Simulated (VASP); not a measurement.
Wanted: the native input for a VASP 6.6.1 run.

* Task: relaxation of the atoms
* Functional: PBEsol
* Potentials or basis: VASP PAW PBE potentials, release 64 (V_sv, Si)
* Cutoff: 350 eV
* k mesh: 2 × 3 × 3
* Occupations: gaussian, width 0.03 eV
* Spin: collinear spin, ferromagnetic start
* Starting moments: [2.0, 0.0, 0.0, 0.0, 0.0, 0.0, 0.0, 0.0, 0.0, 0.0, 0.0, 0.0, 0.0, 0.0, 0.0, 0.0, 0.0, 0.0, 0.0, 0.0, 0.0, 0.0, 0.0, 0.0] μB
* Fixed moment: 2 μB
* Hubbard terms: V d U = 3 eV
* Dq: -1
* Further INCAR settings: LREAL = Auto; ALGO = Normal; EDIFF = 1e-05; ISYM = 0; IBRION = 2; EDIFFG = -0.03; NSW = 60; NELECT = 106.0

The structure of VSi23 (a cell with a defect) lies in POSCAR:

```
VSi23
1.0
    0.0000000000      8.1555000000      8.1555000000
    5.4370000000      0.0000000000      5.4370000000
    5.4370000000      5.4370000000      0.0000000000
V Si
1 23
Direct
    0.0056360000      0.0011970000     -0.0074500000
   -0.0033240000     -0.0042320000      0.5104540000
    0.0001690000      0.5005400000     -0.0029370000
    0.0061360000      0.5054710000      0.4945780000
    0.3323550000     -0.0088100000      0.0119860000
    0.3358360000     -0.0001650000      0.5014190000
    0.3309740000      0.4973500000     -0.0025710000
    0.3345330000      0.5066860000      0.4924640000
    0.6691660000      0.0024840000     -0.0018300000
    0.6669420000      0.0025390000      0.4976540000
    0.6681930000      0.4928440000      0.0051400000
    0.6659770000      0.5052140000      0.4983100000
    0.0828630000      0.1257770000      0.1299530000
    0.0841510000      0.1207210000      0.6222180000
    0.0880120000      0.6228100000      0.1230470000
    0.0811030000      0.6217480000      0.6210460000
    0.4106420000      0.1263440000      0.1268840000
    0.4174240000      0.1349950000      0.6136770000
    0.4195500000      0.6225940000      0.1288010000
    0.4164030000      0.6311550000      0.6252850000
    0.7507330000      0.1199660000      0.1324060000
    0.7481790000      0.1276730000      0.6291610000
    0.7483340000      0.6303460000      0.1234310000
    0.7527310000      0.6264710000      0.6247050000
```

The cell isn't the ideal one: atoms moved at random, drawn with an rms of 0.05 Å.

These files were run (other wordings do the same):

INCAR

```
PREC     = Accurate       # precision mode
ENCUT    = 350            # plane-wave cutoff, eV
EDIFF    = 1E-5           # SCF threshold, eV
ISMEAR   = 0              # smearing method
SIGMA    = 0.03           # smearing width, eV
LREAL    = Auto         
LASPH    = T              # aspherical terms in the spheres
NELM     = 120            # most SCF steps
ALGO     = Normal         # electronic algorithm
ISIF     = 2              # what is computed and relaxed
LWAVE    = F              # write WAVECAR
LCHARG   = F              # write CHGCAR
ISPIN    = 2              # spin polarisation
MAGMOM   = 2 0 0 0 0 0 0 0 0 0 0 0 0 0 0 0 0 0 0 0 0 0 0 0 # initial moments
LORBIT   = 11             # projections on sites
NUPDOWN  = 2              # fixed moment
LMAXMIX  = 4              # l up to which the mixer works
LDAU     = T              # DFT+U
LDAUTYPE = 2            
LDAUL    = 2 -1           # shell
LDAUU    = 3 0            # U, eV
LDAUJ    = 0 0          
LDAUPRINT= 1            
GGA      = PS             # functional
IBRION   = 2              # ionic algorithm
NSW      = 60             # ionic steps
EDIFFG   = -0.03          # ionic threshold
NELECT   = 106.0        
ISYM     = 0            
KPAR     = 4
```

KPOINTS

```
Automatic mesh
0
Gamma
  2 3 3
```

Potentials or basis: VASP PAW PBE potentials, release 64 (V_sv, Si).

Command:

```console
$ cat potpaw_PBE.64/V_sv/POTCAR potpaw_PBE.64/Si/POTCAR > POTCAR
$ mpirun -np 4 vasp_std > vasp.out
```

It gave:

```
Energy gained by relaxing                             : 23.0 meV/atom
Ionic steps                                           : 19
Largest force after relaxing                          : 0.030 eV/Å
Net moment                                            : 2.00 μB per cell
Site moments                                          : V +2.10; Si +0.01, -0.00, +0.00, -0.05, -0.01, -0.04 μB
Valence electrons inside the program's atomic spheres : V 11.55; Si 1.70, 1.69, 1.71, 1.75
```

Caveat: the PAW data sets were made with another functional, which shifts forces and pressure a little; the total moment is fixed, so each spin has its own Fermi level; the U is typed as a test and isn't derived for this compound.

Run time: 15 min on 4 MPI ranks on Intel(R) Xeon(R) 6975P-C (Granite Rapids) (shared host), peak memory 0.7 GiB a rank.
